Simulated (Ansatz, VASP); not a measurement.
**Two plane-wave programs on CaO**

INCAR

```
PREC = Accurate
ENCUT = 520
EDIFF = 1E-6
ISMEAR = 0
SIGMA = 0.01
LREAL = False
LASPH = True
NELM = 60
ALGO = Normal
ISIF = 2
LWAVE = False
LCHARG = False
GGA = PE
NBANDS = 15
```

KPOINTS

```
regular mesh
0
Gamma
  8 8 8
```

POSCAR

```
CaO
1.0
    0.0000000000      2.4625469427      2.4625469427
    2.4625469427      0.0000000000      2.4625469427
    2.4625469427      2.4625469427      0.0000000000
Ca O
1 1
Direct
    0.0000000000      0.0000000000      0.0000000000
    0.5000000000      0.5000000000      0.5000000000
```

Input for Ansatz:

```yaml
crystal:
  lattice:
    - [0.0, 2.4625469427, 2.4625469427]
    - [2.4625469427, 0.0, 2.4625469427]
    - [2.4625469427, 2.4625469427, 0.0]
  atoms:
    - { symbol: Ca, position: [0.0, 0.0, 0.0] }
    - { symbol: O, position: [0.5, 0.5, 0.5] }
kpoints:
  mp_grid: { grid: [8, 8, 8] }
hamiltonian:
  xc: pbe
scf:
  occupations: { method: fixed }
  n_extra_bands: 4
output:
  forces: true
  stress: true
  eigenvalues: true
```

Alike in both runs: task single point; functional PBE; k mesh 8 × 8 × 8; no spin polarisation.

```csv
,VASP,Ansatz
version,VASP 6.6.1,Ansatz 0.2.0
potentials or method,"VASP PAW PBE potentials, release 64 (Ca_sv, O)","plane waves, PAW"
plane-wave cutoff (eV),520,420
occupations,"gaussian, width 0.01 eV",fixed
valence electrons in the cell,16,16
```

|  | VASP | Ansatz | Ansatz less VASP |
| --- | --- | --- | --- |
| gap on the k mesh at the Fermi level (eV) | 3.64 | 3.66 | +0.016 |
| pressure (GPa) | -5.0 | -5.4 | -0.40 |

A k mesh can miss the band edges. A hybrid or GW would open this gap; PBE tends to underestimate it.
